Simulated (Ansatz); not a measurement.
**CsI (CsCl type): other levels of theory at one geometry**

The task here is to estimate one member of a computed series from the others.

Computed with Ansatz 0.2.0 (DFT at several levels, plane waves, PAW, unless a step's input says otherwise).

2 further runs of the same task are left out: 1 that didn't finish, 1 set aside as unsound or not needed.

## Starting point

It takes space group Pm-3m (No. 221, cubic). Conventional cell: a = 4.665 Å, b = 4.665 Å, c = 4.665 Å, α = 90.00°, β = 90.00°, γ = 90.00°. Cs (site symmetry m-3m) has 8 I at 4.04 Å as nearest neighbours. I (site symmetry m-3m) is surrounded by 8 Cs at 4.04 Å.

Structure file:

```
Cs I
1.0
     4.66547    0.00000    0.00000
     0.00000    4.66547    0.00000
     0.00000    0.00000    4.66547
Cs I
1 1
Direct
  0.00000 0.00000 0.00000
  0.50000 0.50000 0.50000
```

An earlier run at PBE left this cell at 50.776 Å³/atom and 0.01 GPa (8×8×8 mesh), gap on the mesh 3.69 eV.

Levels to run: PBE+SOC; r²SCAN; PBEsol; LDA; HSE06. Hardware: 4 threads of Arm Neoverse N1, shared host.

The first run:

input.yaml reads:

```yaml
crystal:
  lattice:
    - [4.6654671083, 0.0, 0.0]
    - [0.0, 4.6654671083, 0.0]
    - [0.0, 0.0, 4.6654671083]
  atoms:
    - { symbol: Cs, position: [0.0, 0.0, 0.0] }
    - { symbol: I, position: [0.5, 0.5, 0.5] }
basis:
  ecutwfc: 420
  ecutrho_ratio: 4
kpoints:
  mp_grid: { grid: [8, 8, 8] }
hamiltonian:
  xc: pbe
scf:
  occupations: { method: gaussian, width: 0.05 }
output:
  forces: true
  stress: true
  eigenvalues: true
  populations: true
  dos: { projected: true, de: 0.02 }
  write_density: true
  write_potential: true
  elf: true
  volumetric_format: npy
magnetization:
  noncollinear: true
  spin_orbit: true
```

Command:

```bash
$ ansatz run input.yaml --threads 4 --pin off --max-ram 7168MiB --backend cpu --events-out ev --progress --plain --runs-dir out
```

Steps of the session up to this table: PBE+SOC; r²SCAN; PBEsol; LDA; HSE06.

One table of the session follows, with a row left open; its other results are not shown here.

```
  level  gap on the mesh (eV)  pressure (GPa)
    PBE                  3.69             0.0
    LDA                  3.33            -1.9
 PBEsol                     ?               ?
PBE+SOC                  3.46             0.0
 r²SCAN                  4.39            -0.4
  HSE06                  4.67            -0.2
```

Estimate the missing values for PBEsol.

The run gave: gap on the mesh (eV): 3.53; pressure (GPa): -1.0. In the column «gap on the mesh (eV)» it lies between PBE+SOC (3.46) and PBE (3.69).

The pressure runs from -1.9 GPa (LDA) to 0.0 GPa (PBE+SOC); a negative pressure means that level wants a smaller cell, a positive one a larger cell. The gap is widest with HSE06 (4.67 eV) and narrowest with LDA (3.33 eV). Total energies of different levels have different zeros and can't be compared.

To keep in mind: Warnings in the runs' records: stress exchange threshold loose, stress scf threshold loose.
